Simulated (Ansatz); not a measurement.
AlNi: a vibration from a frozen displacement

These are results of DFT PBE, scalar-relativistic, plane waves, PAW in Ansatz, not measurements. Cutoff 420 eV, Γ-centred 20×20×20 k-points, Gaussian smearing of 0.15 eV. No spin polarisation. A magnetic state may lie lower. Energies are free energies at this smearing, counted from the undisturbed cell; pressure is positive in compression.

The starting cell (relaxed at this level; it needn't be the usual structure):

```yaml
crystal:
  lattice:
    - [2.04281, -2.04281, 0.00000]
    - [2.04281, 2.04281, 0.00000]
    - [0.00000, 0.00000, 2.90114]
  atoms:
    - { symbol: Al, position: [0.00000, 0.00000, 0.00000] }
    - { symbol: Ni, position: [0.50000, 0.50000, 0.50000] }
```

Every Al atom is moved by x along the Cartesian unit vector (0.000, 0.000, 1.000); the cell and all other atoms stay fixed. The cell's volume is 24.21 Å³; the moved atoms weigh 26.982 u together and the others 58.693 u. Some rows repeat others by symmetry and weren't run.

| x (Å) | ΔE (meV/cell) | total force on the moved atoms along the move (eV/Å) | pressure (GPa) |
| --- | --- | --- | --- |
| -0.3000 | 255.71 | 1.7044 | 5.6503 |
| -0.2625 | 195.77 | 1.4921 | 4.3562 |
| -0.2250 | 143.81 | 1.2791 | 3.2225 |
| -0.1875 | 99.85 | 1.0657 | 2.2547 |
| -0.1500 | 63.89 | 0.8522 | 1.4569 |
| -0.1125 | 35.93 | 0.6389 | 0.8325 |
| -0.0750 | 15.96 | 0.4258 | 0.3846 |
| -0.0375 | 3.99 | 0.2128 | 0.1151 |
| 0.0000 | 0.00 | 0.0000 | 0.0251 |
| 0.0375 | 3.99 | -0.2128 | 0.1151 |
| 0.0750 | 15.96 | -0.4258 | 0.3846 |
| 0.1125 | 35.93 | -0.6389 | 0.8325 |
| 0.1500 | 63.89 | -0.8522 | 1.4569 |
| 0.1875 | 99.85 | -1.0657 | 2.2547 |
| 0.2250 | 143.81 | -1.2791 | 3.2225 |
| 0.2625 | 195.77 | -1.4921 | 4.3562 |
| 0.3000 | 255.71 | -1.7044 | 5.6503 |

Q: What frequency belongs to this motion?

A: The force constant is k = −dF/dx = 5.675 eV/Å², from the parabola through x = -0.0375, 0 and 0.0375. In every cell the moved atoms swing against the rest, so the mass is μ = m₁m₂/(m₁ + m₂) = 18.484 u, and ν̃ = 521.5 cm⁻¹ × √(|k|/μ) = 289 cm⁻¹. To first order in x, and within 1 %, the force on every atom lies along the move and, within each of the two groups, in proportion to the atom's mass, so this is itself a mode at the zone centre of this cell.

Q: How far does the harmonic law reach?

A: At x = -0.300 Å, kx²/2 = 255.36 meV against the computed 255.71 meV (+0.1 %): the well is still close to harmonic there.

Q: The pressure changes with x². What does that say about the frequency under compression?

A: With E = k(V)x²/2, k ∝ V^(−2γ) and x scaling with the cell as V^(1/3), P − P0 = −∂E/∂V = (2γ − 2/3) ΔE/V. At x = 0.0750 Å, V(P − P0) = 24.21 × 0.35949 / 160.2 eV = 54.33 meV and ΔE = 15.96 meV, so γ = 1/3 + V(P − P0)/(2ΔE) = 2.03. This is the Grüneisen parameter of the motion under uniform scaling of the cell: shrinking the cell evenly by 1 % in volume raises the frequency by about 2.03 %.

In a metal these slopes depend on the k mesh and the smearing.

Cost: 9 runs of about 2.7 core-minutes in all, on AMD EPYC 7R43 (Zen 3) (shared hosts).